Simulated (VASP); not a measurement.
Crystal: AlNi.

```
CELL_PARAMETERS angstrom
2.88100 0.00000 0.00000
0.00000 2.88100 0.00000
0.00000 0.00000 2.88100
ATOMIC_POSITIONS crystal
Ni 0.50000 0.50000 0.50000
Al 0.00000 0.00000 0.00000
```

- Program: VASP 6.6.1
- Task: relaxation of cell and atoms
- Functional: PBE
- Dispersion: D3(BJ)
- Potentials or basis: VASP PAW PBE potentials, release 64 (Ni, Al)
- Cutoff: 600 eV
- k mesh: 8 × 8 × 8
- Occupations: fermi-dirac, width 0.05 eV
- Spin: collinear spin, ferromagnetic start
- Starting moments: [1.0, 0.0] μB

At the start: pressure -4.0 GPa; volume 11.96 Å³/atom.

How do energy, volume and symmetry change on relaxing?

Over 3 steps the energy falls by 3.7 meV/atom and the volume is 11.67 Å³/atom (-2.4 %); space group Pm-3m (No. 221, to 0.05 Å); moment 0.00 μB per cell.

The path:
```tsv
step	energy change (eV)	largest force (eV/Å)	pressure (GPa)	volume (Å³)
1	0.0000	0.0000	-4.03	23.91
2	-0.0025	0.0000	3.55	22.89
3	-0.0074	0.0000	-0.02	23.34
```

Final structure:
```
Ni Al
1.0
     2.85776    0.00000    0.00000
     0.00000    2.85776    0.00000
     0.00000    0.00000    2.85776
Ni Al
1 1
Cartesian
  1.4289 1.4289 1.4289
  0.0000 0.0000 0.0000
```

Caveat: pairwise dispersion overbinds metals, which lowers pressure and volume.
